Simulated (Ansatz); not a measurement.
# IrO2: the cost of one run

Program: Ansatz 0.2.0, driven from Python. The levels of theory stand in the script. These are calculated values, not measurements.

A COD entry behind a cell of this session may itself be a prediction, so a difference from it is no test against experiment.

## 1. The structure

The structure is tetragonal, space group P4_2/mnm (No. 136). Conventional cell: a = 4.505 Å, b = 4.505 Å, c = 3.159 Å, α = 90.00°, β = 90.00°, γ = 90.00°. Ir (site symmetry mmm) has 6 O at 1.96 to 2.00 Å as nearest neighbours. O (site symmetry m2m) is surrounded by 3 Ir at 1.96 to 2.00 Å.

The script holds or builds the structure itself.

## 2. Script

lattice_iro2.py

```python
import ansatz as az
import numpy as np

SIGMA = 0.15
MESH = (5, 5, 7)
ECUT = 550

def edges_and_angles(cell):
    cell = np.asarray(cell)
    a, b, c = np.linalg.norm(cell, axis=1)
    cosines = cell[1] @ cell[2] / (b * c), cell[0] @ cell[2] / (a * c), cell[0] @ cell[1] / (a * b)
    return (a, b, c, *np.degrees(np.arccos(cosines)))


def main() -> None:
    lattice = az.Lattice.of(
        [4.5051, 0.0, 0.0],
        [0.0, 4.5051, 0.0],
        [0.0, 0.0, 3.1586],
    )
    sites = [
        ("Ir", [0.0, 0.0, 0.0]),
        ("Ir", [0.5, 0.5, 0.5]),
        ("O", [0.3077, 0.3077, 0.0]),
        ("O", [0.1923, 0.8077, 0.5]),
        ("O", [0.6923, 0.6923, 0.0]),
        ("O", [0.8077, 0.1923, 0.5]),
    ]
    structure = az.Crystal(lattice=lattice)
    for symbol, position in sites:
        structure = structure.atom(symbol, position)

    base = (
        structure.calculation()
        .occupations(az.OccupationsMethod.COLD, width=SIGMA)
        .kpoints(*MESH, center="gamma")
        .basis(ECUT)
        .relax(cell=True)
    )

    levels = [("pbe", "d4"), ("pbe", "none"), ("pbe", "d3bj"), ("lda", "none")]
    print("level            a       b       c    alpha   beta  gamma  V/atom  steps")
    for name, dispersion in levels:
        seen = []
        run = base.functional(name, dispersion=dispersion).session().plan()
        out = run.execute(on_event=lambda e: seen.append(e) if e["event"] == "relax_step" else None)
        cell = out.lattice.cell_ang
        label = name if dispersion == "none" else f"{name}+{dispersion}"
        print("{:13s} {:7.4f} {:7.4f} {:7.4f} {:6.2f} {:6.2f} {:6.2f}".format(label, *edges_and_angles(cell)), f"{abs(np.linalg.det(cell)) / len(out.lattice.sites):7.3f} {len(seen):5d}")


if __name__ == "__main__":
    main()
```

## 3. The run

Run with:

```
python lattice_iro2.py
```

What time and memory should one allow on 1 thread of Intel Xeon Platinum 8175M at 2.50GHz (Skylake/Cascade Lake), shared host?

About 89 s, with a peak of 0.5 GiB.
